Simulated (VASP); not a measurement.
Write the native input for VASP 6.6.1 that does the following.

| Property | Result |
| --- | --- |
| Task | single point |
| Functional | LDA |
| Potentials or basis | VASP PAW LDA potentials, release 64 (P) |
| Cutoff | 520 eV |
| k mesh | 16 × 16 × 16 |
| Occupations | fermi-dirac, width 0.1 eV |
| Spin | no spin polarisation |
| Dipole correction | no |
| Further INCAR settings | ALGO = Normal; EDIFF = 1e-07; NBANDS = 8 |

The structure of P lies in POSCAR:

```
P
1.0
   -1.4830930290      1.4830930290      1.4830930290
    1.4830930290     -1.4830930290      1.4830930290
    1.4830930290      1.4830930290     -1.4830930290
P
1
Direct
    0.0000000000      0.0000000000      0.0000000000
```

This isn't the form of P at room conditions, which is orthorhombic.

These files were run (other wordings do the same):

INCAR

```
PREC = Accurate
ENCUT = 520
EDIFF = 1E-7
ISMEAR = -1
SIGMA = 0.1
LREAL = False
LASPH = True
NELM = 100
ALGO = Normal
ISIF = 2
LWAVE = False
LCHARG = False
NBANDS = 8
```

KPOINTS

```
regular mesh
0
Gamma
  16 16 16
```

Potentials or basis: VASP PAW LDA potentials, release 64 (P).

Run with:

```sh
$ cat potpaw_LDA.64/P/POTCAR > POTCAR
$ mpirun -np 1 vasp_std > vasp.out
```

It gave:

```
Pressure               : 4.6 GPa
Band gap on the k mesh : none (metal or under the smearing width)
```

Run time: 7.1 s on 1 thread of Intel(R) Xeon(R) Platinum 8488C (Sapphire Rapids), on a shared host, peak memory 0.11 GiB.
